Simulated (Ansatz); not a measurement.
Clean, relaxed (100) surface of AlN, space group P6_3mc (No. 186) (top face towards +c; atoms held fixed, by place in the list: 1, 2, 3, 4, 5, 6, 7, 8, 9, 10, 11, 12):

```yaml
crystal:
  lattice:
    - [6.21883, 0.00000, 0.00000]
    - [0.00000, 4.97878, 0.00000]
    - [0.00000, 0.00000, 23.28328]
  atoms:
    - { symbol: Al, position: [0.50000, 0.99844, 0.36507] }
    - { symbol: Al, position: [0.00000, 0.99844, 0.36507] }
    - { symbol: N, position: [0.50000, 0.61656, 0.36507] }
    - { symbol: N, position: [0.00000, 0.61656, 0.36507] }
    - { symbol: Al, position: [0.75000, 0.49844, 0.40362] }
    - { symbol: Al, position: [0.25000, 0.49844, 0.40362] }
    - { symbol: N, position: [0.75000, 0.11656, 0.40362] }
    - { symbol: N, position: [0.25000, 0.11656, 0.40362] }
    - { symbol: Al, position: [0.75000, 0.99844, 0.48072] }
    - { symbol: Al, position: [0.25000, 0.99844, 0.48072] }
    - { symbol: N, position: [0.75000, 0.61656, 0.48072] }
    - { symbol: N, position: [0.25000, 0.61656, 0.48072] }
    - { symbol: Al, position: [0.00000, 0.49655, 0.51722] }
    - { symbol: Al, position: [0.50000, 0.49655, 0.51722] }
    - { symbol: N, position: [0.00000, 0.11619, 0.51817] }
    - { symbol: N, position: [0.50000, 0.11619, 0.51817] }
    - { symbol: Al, position: [0.00000, 0.00438, 0.59927] }
    - { symbol: Al, position: [0.50000, 0.00438, 0.59927] }
    - { symbol: N, position: [0.00000, 0.62265, 0.59646] }
    - { symbol: N, position: [0.50000, 0.62265, 0.59646] }
    - { symbol: Al, position: [0.25000, 0.47272, 0.62374] }
    - { symbol: Al, position: [0.75000, 0.47272, 0.62374] }
    - { symbol: N, position: [0.25000, 0.11991, 0.63294] }
    - { symbol: N, position: [0.75000, 0.11991, 0.63294] }
```

Level of theory: DFT PBE+D3(BJ), scalar-relativistic, plane waves, PAW (Ansatz). Cutoff 420 eV; k points 5×6×1 on the computed 24-atom cell (Γ-centred); Gaussian smearing, width 0.05 eV; no spin polarisation. The cell repeats along c with a dipole correction in the vacuum.

With the adsorbate the run is spin-polarised, so any moments that the slab's own atoms take up count into E_ads.

Al (atom) is put at the top (N) at (0.75, 0.12) site, one adsorbate per 31.0 Å², and relaxed. The adsorption energy is E(slab + adsorbate) − E(slab) − E(free adsorbate, spin-polarised where open-shell). Heights count from the highest slab atom after relaxation. Bonded neighbours lie within 1.25 times the sum of covalent radii (1.35 for H) and, on that scale, within 12 % of the closest. With the adsorbate the cell is lengthened along c to keep the vacuum.

(1) How strongly does it bind, and where does its anchoring atom end?

(2) How high does its anchoring atom sit over the highest slab atom, and what is the shortest contact with the surface?

(3) The clean slab's gap is 1.50 eV. What is it with the adsorbate?

Each end is the local minimum or symmetric point that its start leads to. The slab is only 6.3 Å thick, so the energies aren't converged with thickness.

An atom lies near a switch of its D3 coefficient C6 between reference coordination numbers, so the dispersion energy changes steeply there and can make or shift the minimum.

## Answers

(1) -3.02 eV; at (0.75, 0.00), 1 bonded neighbour (N).

(2) 1.66 Å; Al–N 1.90 Å.

(3) None (metal or semimetal).